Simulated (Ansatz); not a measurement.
# GaP (F-43m) in Ansatz: notebook

The runs below take GaP through relaxation of cell and atoms, with LDA, PBE, PBEsol, RPBE.

All numbers are computed with Ansatz 0.2.0; they aren't measurements. Logs are shortened: lines on timing, memory, paths and dates and some standing lists are left out, and cuts for length are marked.

### 1 Starting point

It takes space group F-43m (No. 216, cubic). The conventional cell has a = 5.451 Å, b = 5.451 Å, c = 5.451 Å, α = 90.00°, β = 90.00°, γ = 90.00°. Ga (site symmetry -43m) has 4 P at 2.36 Å as nearest neighbours. P (site symmetry -43m) is surrounded by 4 Ga at 2.36 Å.

### 2 Relaxation of cell and atoms, LDA

File input.yaml:

```yaml
crystal:
  lattice:
    - [0.0, 2.72525, 2.72525]
    - [2.72525, 0.0, 2.72525]
    - [2.72525, 2.72525, 0.0]
  atoms:
    - { symbol: Ga, position: [0.0, 0.0, 0.0] }
    - { symbol: P, position: [0.75, 0.75, 0.75] }
hamiltonian:
  xc: lda
  pseudopotentials: { kind: paw }
kpoints:
  mp_grid: { grid: [8, 8, 8] }
scf:
  occupations: { method: fermi_dirac, width: 0.05 }
output:
  forces: true
  stress: true
  eigenvalues: true
relax:
  f_tol: 0.01
  max_steps: 40
  cell: { stress_tol: 0.05 }
```

Potentials or basis: Ansatz PAW.

Command:

```bash
ansatz run input.yaml --threads 2 --pin off --max-ram 5632MiB --backend cpu --events-out ev --progress --plain --runs-dir out
```

Log:

```text
Warning: RAYON_NUM_THREADS=2 ignored (pool sized by the plan → 2); use --threads N
Engine: ansatz 0.2.0, x86_64-unknown-linux-gnu
Pseudopotentials: kind: paw
Pseudopotential: Ga, paw, valence charge 13, recommended cutoff 420 eV (normal), Ga.paw.azcp
Pseudopotential: P, paw, valence charge 5, recommended cutoff 420 eV (normal), P.paw.azcp
Functional definition: SPW92
  exchange = slater_x
  correlation = pw_c
Crystal: 2 atoms, lattice volume = 40.481 Å³
Basis set: ecut = 420 eV, 749 PW (Γ)
Bands: 13, of which v1, the nominal top of the filled ones, is band 9 counted from 1 (8 counted from 0)
Symmetry: 24 space group operations
Space group: F-43m (ITA 216), of the structure as read, at distance tolerance 3.4e-5 Å
k-points: 29 of 512 (time reversal used)
Non-local potential: Ga, projectors of the file, l = 0: 2, l = 1: 2, l = 2: 3, l = 3: 1
Non-local potential: P, projectors of the file, l = 0: 2, l = 1: 2, l = 2: 2
PAW form: soft (Blöchl's): semilocal exchange-correlation on the pseudo side does not see the compensation charge
PAW frozen core: Ga, regenerated for the run's functional, and the local potential with it (the file was generated under x = pbe(κ = 0.804, μ = 0.2195149727645171), c = pbe(β = 0.06672455060314922))
PAW frozen core: P, regenerated for the run's functional, and the local potential with it (the file was generated under x = pbe(κ = 0.804, μ = 0.2195149727645171), c = pbe(β = 0.06672455060314922))
PAW one-centre angular grid: Ga, 590 points (default); XC on 64 Gauss nodes
PAW one-centre angular grid: P, 110 points (default); XC on 64 Gauss nodes
Initial density: superposition of atomic densities (neutral atoms: chi_scale 0, normalization atom), corrected by the library's trained network
Initial wavefunctions: pseudopotential atomic-orbital guess
Functional: x = slater, c = lda
SCF iter   1: F=—  HF=-4433.760302 eV  |F-HF|=—  |Δ(HF+E_count)|=         —  Δρ=6.34e-3  dr2=1.69e-2  ethr=1.77e-3  ⟨swp⟩=6.3  Hψ=2505  notcnv=0
preconditioner: auto → none  [insulator: Δε(μ)=1.434 eV  Ē_g=15.500 eV  σ=0.050 eV  W_gap=1.00  n_scr=14 (ndim 8)  ℏωp=24.8 eV  f_vac=0.011  D(μ)=0.00/eV (n_scr^D=0)  ε∞_Penn≈3.6]
SCF iter   2: F=—  HF=-4433.754557 eV  |F-HF|=—  |Δ(HF+E_count)|=   5.74e-3  Δρ=3.07e-3  dr2=1.70e-3  ethr=9.37e-5  ⟨swp⟩=2.1  Hψ=791  notcnv=0
SCF iter   3: F=—  HF=-4433.754115 eV  |F-HF|=—  |Δ(HF+E_count)|=   4.42e-4  Δρ=9.91e-4  dr2=3.00e-4  ethr=9.44e-6  ⟨swp⟩=2.0  Hψ=690  notcnv=0
SCF iter   4: F=—  HF=-4433.754011 eV  |F-HF|=—  |Δ(HF+E_count)|=   1.04e-4  Δρ=3.69e-4  dr2=2.51e-5  ethr=1.67e-6  ⟨swp⟩=2.0  Hψ=632  notcnv=0
SCF iter   5: F=—  HF=-4433.754006 eV  |F-HF|=—  |Δ(HF+E_count)|=   4.35e-6  Δρ=1.98e-5  dr2=1.02e-7  ethr=1.40e-7  ⟨swp⟩=2.9  Hψ=648  notcnv=0
SCF iter   6: F=-4433.754006 eV  HF=-4433.754006 eV  |F-HF|=6.86e-9  |Δ(HF+E_count)|=   1.40e-8  Δρ=4.09e-6  dr2=8.64e-9  ethr=5.56e-10  ⟨swp⟩=6.9  Hψ=1931  notcnv=0
SCF 1 converged in 6 iterations: F = -4433.754006 eV  dr2 = 8.64e-9
relax step   1: F+E_penalty+E_count = -4433.75400642 eV  Δ(F+E_penalty+E_count) = +0.000e0 eV  max|allowed force component| = 2.313e-16 eV/Å  Δτ_max = 0.0000 Å  P = -2.749 GPa  Ω = 40.481 Å³  (6 SCF iters, dr2 threshold 1.00e-7 eV, accepted)
Crystal: 2 atoms, lattice volume = 39.560 Å³
Initial density: handed on by an earlier stage of this run
Initial wavefunctions: those handed on with the density
iter 1 solved again at ethr=4.96e-6 eV; its pass at ethr=3.10e-3 eV (dr2=8.93e-4 eV) is discarded
SCF iter   1: F=—  HF=-4433.765102 eV  |F-HF|=—  |Δ(HF+E_count)|=         —  Δρ=1.31e-3  dr2=9.65e-4  ethr=4.96e-6  ⟨swp⟩=2.0  Hψ=2822  notcnv=0
preconditioner: auto → none  [insulator: Δε(μ)=1.470 eV  Ē_g=15.582 eV  σ=0.050 eV  W_gap=1.00  n_scr=14 (ndim 8)  ℏωp=25.0 eV  f_vac=0.002  D(μ)=0.00/eV (n_scr^D=0)  ε∞_Penn≈3.6]
SCF iter   2: F=—  HF=-4433.764776 eV  |F-HF|=—  |Δ(HF+E_count)|=   3.26e-4  Δρ=4.77e-4  dr2=9.01e-5  ethr=4.96e-6  ⟨swp⟩=2.0  Hψ=485  notcnv=0
SCF iter   3: F=—  HF=-4433.764756 eV  |F-HF|=—  |Δ(HF+E_count)|=   1.98e-5  Δρ=1.78e-4  dr2=1.16e-5  ethr=5.01e-7  ⟨swp⟩=3.0  Hψ=650  notcnv=0
SCF iter   4: F=—  HF=-4433.764752 eV  |F-HF|=—  |Δ(HF+E_count)|=   3.57e-6  Δρ=5.06e-5  dr2=5.37e-7  ethr=6.44e-8  ⟨swp⟩=2.0  Hψ=637  notcnv=0
SCF iter   5: F=-4433.764752 eV  HF=-4433.764752 eV  |F-HF|=3.10e-9  |Δ(HF+E_count)|=   3.73e-7  Δρ=1.51e-5  dr2=5.06e-8  ethr=1.11e-9  ⟨swp⟩=7.0  Hψ=2036  notcnv=0
SCF 2 converged in 5 iterations: F = -4433.764752 eV  dr2 = 5.06e-8
relax step   2: F+E_penalty+E_count = -4433.76475210 eV  Δ(F+E_penalty+E_count) = -1.075e-2 eV  max|allowed force component| = 4.163e-17 eV/Å  Δτ_max = 0.0000 Å  P = -0.861 GPa  Ω = 39.560 Å³  energy of the carried Pulay correction = +2.548e-4 eV  (5 SCF iters, dr2 threshold 2.00e-7 eV, accepted)
Crystal: 2 atoms, lattice volume = 39.154 Å³
iter 1 solved again at ethr=1.02e-6 eV; its pass at ethr=3.10e-3 eV (dr2=1.84e-4 eV) is discarded
SCF iter   1: F=—  HF=-4433.765975 eV  |F-HF|=—  |Δ(HF+E_count)|=         —  Δρ=6.06e-4  dr2=2.01e-4  ethr=1.02e-6  ⟨swp⟩=2.3  Hψ=2632  notcnv=0
preconditioner: auto → none  [insulator: Δε(μ)=1.438 eV  Ē_g=15.630 eV  σ=0.050 eV  W_gap=1.00  n_scr=14 (ndim 8)  ℏωp=25.2 eV  f_vac=0.002  D(μ)=0.00/eV (n_scr^D=0)  ε∞_Penn≈3.6]
SCF iter   2: F=—  HF=-4433.765908 eV  |F-HF|=—  |Δ(HF+E_count)|=   6.72e-5  Δρ=2.20e-4  dr2=1.88e-5  ethr=1.02e-6  ⟨swp⟩=2.0  Hψ=493  notcnv=0
SCF iter   3: F=—  HF=-4433.765903 eV  |F-HF|=—  |Δ(HF+E_count)|=   5.15e-6  Δρ=8.43e-5  dr2=2.52e-6  ethr=1.05e-7  ⟨swp⟩=2.9  Hψ=678  notcnv=0
SCF iter   4: F=-4433.765902 eV  HF=-4433.765902 eV  |F-HF|=2.13e-7  |Δ(HF+E_count)|=   7.86e-7  Δρ=2.39e-5  dr2=1.18e-7  ethr=1.11e-9  ⟨swp⟩=4.9  Hψ=2127  notcnv=0
SCF 3 converged in 4 iterations: F = -4433.765902 eV  dr2 = 1.18e-7
relax step   3: F+E_penalty+E_count = -4433.76590202 eV  Δ(F+E_penalty+E_count) = -1.150e-3 eV  max|allowed force component| = 5.089e-17 eV/Å  Δτ_max = 0.0000 Å  P = +0.052 GPa  Ω = 39.154 Å³  energy of the carried Pulay correction = +3.690e-4 eV  (4 SCF iters, dr2 threshold 2.00e-7 eV, accepted)
[... 8 lines left out ...]
relax step   4: F+E_penalty+E_count = -4433.76589950 eV  Δ(F+E_penalty+E_count) = +2.513e-6 eV  max|allowed force component| = 5.089e-17 eV/Å  Δτ_max = 0.0000 Å  P = +0.001 GPa  Ω = 39.176 Å³  energy of the carried Pulay correction = +3.628e-4 eV  (4 SCF iters, dr2 threshold 6.71e-9 eV, accepted)
Initial wavefunctions: pseudopotential atomic-orbital guess (no wavefunctions were taken with the density)
iter 1 solved again at ethr=1.39e-6 eV; its pass at ethr=3.10e-3 eV (dr2=2.51e-4 eV) is discarded
SCF iter   1: F=—  HF=-4433.765544 eV  |F-HF|=—  |Δ(HF+E_count)|=         —  Δρ=3.95e-5  dr2=1.17e-7  ethr=1.39e-6  ⟨swp⟩=3.0  Hψ=3454  notcnv=0
eigensolver tolerance schedule: the retry pair's looser diagonalisation over-reported the residual by 2143.55 of it (diagonalisation noise at 26.03 of the residual, at the tolerance the schedule requests for it); recorded, not acted on — ethr = c·dr2/N_el stays at c = 1.0e-1
preconditioner: auto → none  [insulator: Δε(μ)=1.431 eV  Ē_g=15.629 eV  σ=0.050 eV  W_gap=1.00  n_scr=14 (ndim 8)  ℏωp=25.2 eV  f_vac=0.003  D(μ)=0.00/eV (n_scr^D=0)  ε∞_Penn≈3.6]
SCF iter   2: F=—  HF=-4433.765545 eV  |F-HF|=—  |Δ(HF+E_count)|=   8.32e-7  Δρ=2.55e-5  dr2=7.84e-8  ethr=6.49e-10  ⟨swp⟩=2.6  Hψ=694  notcnv=0
SCF iter   3: F=—  HF=-4433.765545 eV  |F-HF|=—  |Δ(HF+E_count)|=   3.21e-8  Δρ=5.95e-6  dr2=9.68e-9  ethr=4.35e-10  ⟨swp⟩=2.0  Hψ=627  notcnv=0
SCF iter   4: F=—  HF=-4433.765545 eV  |F-HF|=—  |Δ(HF+E_count)|=   1.05e-8  Δρ=1.06e-6  dr2=1.65e-10  ethr=5.38e-11  ⟨swp⟩=2.0  Hψ=654  notcnv=0
SCF iter   5: F=-4433.765545 eV  HF=-4433.765545 eV  |F-HF|=5.46e-12  |Δ(HF+E_count)|=  4.82e-11  Δρ=3.10e-7  dr2=8.83e-12  ethr=1.00e-12  ⟨swp⟩=7.6  Hψ=2071  notcnv=0
SCF 5 converged in 5 iterations: F = -4433.765545 eV  dr2 = 8.83e-12
relax step   5: F+E_penalty+E_count = -4433.76554488 eV  Δ(F+E_penalty+E_count) = +3.546e-4 eV  max|allowed force component| = 6.939e-17 eV/Å  Δτ_max = 0.0000 Å  P = -0.005 GPa  Ω = 39.176 Å³  stress off target by 4.62e-3 GPa  SCF on the basis re-selected at this cell (its energy is not comparable with the rows above)  (5 SCF iters)
basis re-selected at this cell: Δ(F+E_penalty+E_count) = +3.546e-4 eV, ΔP = -0.005 GPa vs the last step (what re-selecting the basis moved, of the pressure what is left beyond the Pulay correction that the steps carried, after the strain that the cell walked since its last selection, with what the two solves' SCF thresholds leave and, on support functions, any second-order correction that the steps lacked; it is no measure of the basis error at this ecutwfc). This SCF's stress stands 4.62e-3 GPa from its target on what of the cell is left free (relax.cell.stress_tol is 5.00e-2 GPa) and its largest allowed force component is 6.94e-17 eV/Å (relax.f_tol is 1.00e-2 eV/Å): within both
SCF converged after 5 iterations
Free energy (F): -4433.765545 eV
Harris-Foulkes:  -4433.765545 eV  (|F-HF|=5.46e-12)
Internal energy: -4433.765545 eV  (E = F + TS)
E sigma→0 (E₀):  -4433.765545 eV
Entropy (-TS):   -0.000000 eV (-0.000 meV/atom)
Fermi energy:    7.952704 eV
--- Per-component energies (eV) ---
  E_band       = -58.362160
  E_kinetic    = 187.693376
  E_local      = -2183.881970  (includes V_loc(G=0)·N_el)
  E_nonlocal   = 462.042797
  E_hartree    = 1009.028455
  E_xc         = -130.660495
  E_vxc        = -120.347924  (∫ρ·V_xc dr)
  E_paw        = -2452.774830  (= ΣΔE_a)
  E_vpaw       = -421.925173  (= ΣTr[D̂ρ^β])
  E_aug_tail   = -0.000127  (compensation charges beyond the density's cutoff)
  E_ewald      = -1327.058583
  E_core_change = 1.845831  (= ΣΔE_core)
  E_smearing   = -0.000000  (= −TS)
  E_closure    = -0.000000  (closes the sum)
  Σ components = -4433.765545   (vs F -4433.765545, Δ=0.00e0)
--- Forces (eV/Å), atoms counted from 1 ---
  atom   1  Ga    -0.00000000    -0.00000000     0.00000000
  atom   2  P      0.00000000     0.00000000    -0.00000000
  max |Σ_I F_I| component: 4.63e-17 eV/Å
--- Stress (GPa, compression-positive) ---
       -0.004624      -0.000000      -0.000000
       -0.000000      -0.004624       0.000000
       -0.000000       0.000000      -0.004624
  P = ⅓ Tr σ = -0.0046 GPa (-0.046 kbar)
--- Band table (eV; the first three rows and the last of 29) ---
  k-point 0: bands = ["-7.4820", "-7.4820", "-7.4820", "-7.3735", "-7.3735", "-5.5087", "7.2617", "7.2617", "7.2617", "9.1426", "11.0386", "11.0386", "11.0386"]
  k-point 1: bands = ["-7.4970", "-7.4769", "-7.4769", "-7.3736", "-7.3736", "-5.2976", "5.5793", "7.0151", "7.0151", "9.7185", "11.4059", "11.4059", "11.6762"]
  k-point 2: bands = ["-7.5295", "-7.4659", "-7.4659", "-7.3722", "-7.3722", "-4.6974", "3.2512", "6.5579", "6.5579", "9.3632", "11.9249", "11.9249", "13.6086"]
  k-point 28: bands = ["-7.5861", "-7.4402", "-7.4167", "-7.3908", "-7.3640", "-2.2470", "0.4738", "3.4835", "3.6265", "11.8601", "12.1655", "13.2567", "13.3183"]
--- Relaxed structure (4 steps of the walk, 4 accepted, 1 SCFs on fresh bases) ---
  F+E_penalty+E_count = -4433.76554488 eV   max|allowed force component| = 6.939e-17 eV/Å   (the final SCF, on the basis selected at the relaxed cell)
  cell:  # Å, volume = 39.1760 Å³
    - [-3.7114036390373203e-34, 2.695650123825182, 2.695650123825182]
    - [2.695650123825182, 6.765631832736529e-33, 2.695650123825182]
    - [2.695650123825182, 2.695650123825182, 3.971138733282976e-33]
  atoms:
    - { symbol: Ga, position: [3.945732999233856e-34, -3.8279499246298605e-34, -5.830262192897788e-34] }
    - { symbol: P, position: [0.7500000000000001, 0.7500000000000001, 0.7500000000000001] }
```

Wall time 7 s (2 threads of Intel Xeon Platinum 8259CL at 2.50GHz (Skylake/Cascade Lake), shared host); peak memory 0.38 GiB.

What came out:

```
Free energy                            : -4433.7655 eV
Relaxed volume                         : 19.59 Å³/atom
Relaxed cell                           : a = 3.812 Å, b = 3.812 Å, c = 3.812 Å, α = 60.00°, β = 60.00°, γ = 60.00°
Space group after relaxing (to 0.05 Å) : F-43m (No. 216)
Energy gained by relaxing              : 5.8 meV/atom
Ionic steps                            : 5
Pressure after relaxing                : 0.0 GPa
Band gap on the k mesh                 : 1.43 eV, indirect (least direct gap 1.88 eV)
```

Step by step:
```
step  energy change (eV)  largest force (eV/Å)  volume (Å³)
   1              0.0000                0.0000        40.48
   2             -0.0107                0.0000        39.56
   3             -0.0119                0.0000        39.15
   4             -0.0119                0.0000        39.18
   5             -0.0115                0.0000        39.18
```

Final structure:
```
CELL_PARAMETERS angstrom
0.00000 2.69565 2.69565
2.69565 0.00000 2.69565
2.69565 2.69565 0.00000
ATOMIC_POSITIONS crystal
Ga 0.00000 0.00000 0.00000
P 0.75000 0.75000 0.75000
```

Caveat: the plane-wave basis is chosen anew once the cell has moved, so the energies of steps on either side of that aren't comparable; the PAW data sets come from PBE, with cores solved anew for the run's functional, which leaves a small shift of forces and pressure. Zero-point motion and thermal expansion aren't in these numbers.

### 3 Relaxation of cell and atoms, PBE

Changes to input.yaml since step 2:

```diff
@@ -9,3 +9,3 @@
 hamiltonian:
-  xc: lda
+  xc: pbe
   pseudopotentials: { kind: paw }
@@ -19,2 +19,6 @@
   eigenvalues: true
+  write_density: true
+  write_potential: true
+  elf: true
+  volumetric_format: npy
 relax:
```

Potentials or basis: Ansatz PAW.

Command:

```bash
ansatz run input.yaml --threads 2 --pin off --max-ram 5632MiB --backend cpu --events-out ev --progress --plain --runs-dir out
```

Run time: 6.5 s. Hardware: 2 threads of Intel Xeon Platinum 8259CL at 2.50GHz (Skylake/Cascade Lake), shared host; peak memory 0.4 GiB.

The run converged. Its results:

```yaml
Free_energy: -4539.5574 eV
Relaxed_volume: 20.85 Å³/atom
Relaxed_cell: a = 3.893 Å, b = 3.893 Å, c = 3.893 Å, α = 60.00°, β = 60.00°, γ = 60.00°
Space_group_after_relaxing_to_0.05_Å: F-43m (No. 216)
Energy_gained_by_relaxing: 4.7 meV/atom
Ionic_steps: 4
Pressure_after_relaxing: 0.0 GPa
Band_gap_on_the_k_mesh: 1.58 eV, direct
```

Step by step:
| step | energy change (eV) | largest force (eV/Å) | volume (Å³) |
| --- | --- | --- | --- |
| 1 | 0.0000 | 0.0000 | 40.48 |
| 2 | -0.0084 | 0.0000 | 41.33 |
| 3 | -0.0092 | 0.0000 | 41.71 |
| 4 | -0.0095 | 0.0000 | 41.71 |

Final structure:
```
CELL_PARAMETERS angstrom
0.00000 2.75254 2.75254
2.75254 0.00000 2.75254
2.75254 2.75254 0.00000
ATOMIC_POSITIONS crystal
Ga 0.00000 0.00000 0.00000
P 0.75000 0.75000 0.75000
```

Levels at points of the mesh, in eV from the valence-band top:
| k point | band 6 | band 7 | band 8 | band 9 | band 10 | band 11 | band 12 | band 13 |
| --- | --- | --- | --- | --- | --- | --- | --- | --- |
| (0.00, 0.00, 0.00) | -12.27 | 0.00 | 0.00 | 0.00 | 1.58 | 3.89 | 3.89 | 3.89 |
| (0.00, 0.00, -0.50) | -10.30 | -6.47 | -1.07 | -1.07 | 1.58 | 4.72 | 4.72 | 8.22 |
| (0.00, -0.50, -0.50) | -9.44 | -6.62 | -2.58 | -2.58 | 1.72 | 1.85 | 10.36 | 10.36 |

Caveat: the plane-wave basis is chosen anew once the cell has moved, so the energies of steps on either side of that aren't comparable. As with any semilocal functional, this PBE gap is likely too small.

### 4 Relaxation of cell and atoms, PBEsol

Changes to input.yaml since step 3:

```diff
@@ -9,3 +9,3 @@
 hamiltonian:
-  xc: pbe
+  xc: pbesol
   pseudopotentials: { kind: paw }
@@ -19,6 +19,2 @@
   eigenvalues: true
-  write_density: true
-  write_potential: true
-  elf: true
-  volumetric_format: npy
 relax:
```

Command:

```bash
ansatz run input.yaml --threads 2 --pin off --max-ram 5632MiB --backend cpu --events-out ev --progress --plain --runs-dir out
```

Wall time 5.6 s (2 threads of Intel Xeon Platinum 8259CL at 2.50GHz (Skylake/Cascade Lake), shared host); peak memory 0.36 GiB.

It converged, with:

| Item | Value |
| --- | --- |
| Free energy | -4484.0548 eV |
| Relaxed volume | 20.11 Å³/atom |
| Relaxed cell | a = 3.846 Å, b = 3.846 Å, c = 3.846 Å, α = 60.00°, β = 60.00°, γ = 60.00° |
| Space group after relaxing (to 0.05 Å) | F-43m (No. 216) |
| Energy gained by relaxing | 0.2 meV/atom |
| Ionic steps | 4 |
| Pressure after relaxing | 0.0 GPa |
| Band gap on the k mesh | 1.50 eV, indirect (least direct gap 1.80 eV) |

Step by step:
```csv
step,energy change (eV),largest force (eV/Å),volume (Å³)
1,0.0000,0.0000,40.48
2,-0.0005,0.0000,40.29
3,-0.0005,0.0000,40.21
4,-0.0005,0.0000,40.21
```

Final structure:
```
Ga P
1.0
     0.00000    2.71923    2.71923
     2.71923    0.00000    2.71923
     2.71923    2.71923    0.00000
Ga P
1 1
Direct
  0.00000 0.00000 0.00000
  0.75000 0.75000 0.75000
```

Levels at points of the mesh, in eV from the valence-band top:
```csv
k point,band 7,band 8,band 9,band 10,band 11,band 12
"(0.00, 0.00, 0.00)",0.00,0.00,0.00,1.80,3.82,3.82
"(0.00, 0.00, -0.50)",-6.73,-1.14,-1.14,1.60,4.64,4.64
"(0.00, -0.50, -0.50)",-6.84,-2.74,-2.74,1.50,1.71,10.57
```

Caveat: the plane-wave basis is chosen anew once the cell has moved, so the energies of steps on either side of that aren't comparable; the PAW data sets come from PBE, with cores solved anew for the run's functional, which leaves a small shift of forces and pressure.

### 5 Relaxation of cell and atoms, RPBE

Changes to input.yaml since step 4:

```diff
@@ -9,3 +9,3 @@
 hamiltonian:
-  xc: pbesol
+  xc: rpbe
   pseudopotentials: { kind: paw }
```

Command:

```bash
ansatz run input.yaml --threads 2 --pin off --max-ram 5632MiB --backend cpu --events-out ev --progress --plain --runs-dir out
```

It took 8 s on 2 threads of Intel Xeon Platinum 8259CL at 2.50GHz (Skylake/Cascade Lake), shared host; peak memory 0.39 GiB.

It converged, with:

```
Free energy                            : -4548.4034 eV
Relaxed volume                         : 21.43 Å³/atom
Relaxed cell                           : a = 3.928 Å, b = 3.928 Å, c = 3.928 Å, α = 60.00°, β = 60.00°, γ = 60.00°
Space group after relaxing (to 0.05 Å) : F-43m (No. 216)
Energy gained by relaxing              : 16.3 meV/atom
Ionic steps                            : 5
Pressure after relaxing                : 0.0 GPa
Band gap on the k mesh                 : 1.49 eV, direct
```

Step by step:
```csv
step,energy change (eV),largest force (eV/Å),volume (Å³)
1,0.0000,0.0000,40.48
2,-0.0287,0.0000,42.06
3,-0.0319,0.0000,42.78
4,-0.0319,0.0000,42.85
5,-0.0325,0.0000,42.85
```

Final structure:
```xyz
2
Lattice="0.0000 2.7775 2.7775 2.7775 0.0000 2.7775 2.7775 2.7775 0.0000" Properties=species:S:1:pos:R:3 pbc="T T T"
Ga    0.0000    0.0000    0.0000
P     4.1662    4.1662    4.1662
```

Levels at points of the mesh, in eV from the valence-band top:
```tsv
k point	band 5	band 6	band 7	band 8	band 9	band 10	band 11	band 12	band 13
(0.00, 0.00, 0.00)	-14.34	-12.05	0.00	0.00	0.00	1.49	3.93	3.93	3.93
(0.00, 0.00, -0.50)	-14.33	-10.17	-6.27	-1.03	-1.03	1.60	4.77	4.77	8.34
(0.00, -0.50, -0.50)	-14.32	-9.35	-6.45	-2.48	-2.48	1.88	1.95	10.22	10.22
```

Caveat: the plane-wave basis is chosen anew once the cell has moved, so the energies of steps on either side of that aren't comparable; the PAW data sets come from PBE, with cores solved anew for the run's functional, which leaves a small shift of forces and pressure. A k mesh can miss the band edges.

### 6 Overview

| level | gap on the mesh (eV) | pressure (GPa) | relaxed volume (Å³/atom) |
| --- | --- | --- | --- |
| LDA | 1.43 | 0.0 | 19.59 |
| PBE | 1.58 | 0.0 | 20.85 |
| PBEsol | 1.50 | 0.0 | 20.11 |
| RPBE | 1.49 | 0.0 | 21.43 |

Alike in all rows: task relaxation of cell and atoms; potentials or basis Ansatz PAW; no spin polarisation; cell relaxed; k mesh 8 × 8 × 8; cutoff (eV) 420; smearing fermi-dirac 0.05 eV.

Caveats: the plane-wave basis is chosen anew once the cell has moved, so the energies of steps on either side of that aren't comparable; the PAW data sets come from PBE, with cores solved anew for the run's functional, which leaves a small shift of forces and pressure (some runs).

Total energies depend on the potentials used, so only differences within one code and one set of settings carry meaning.
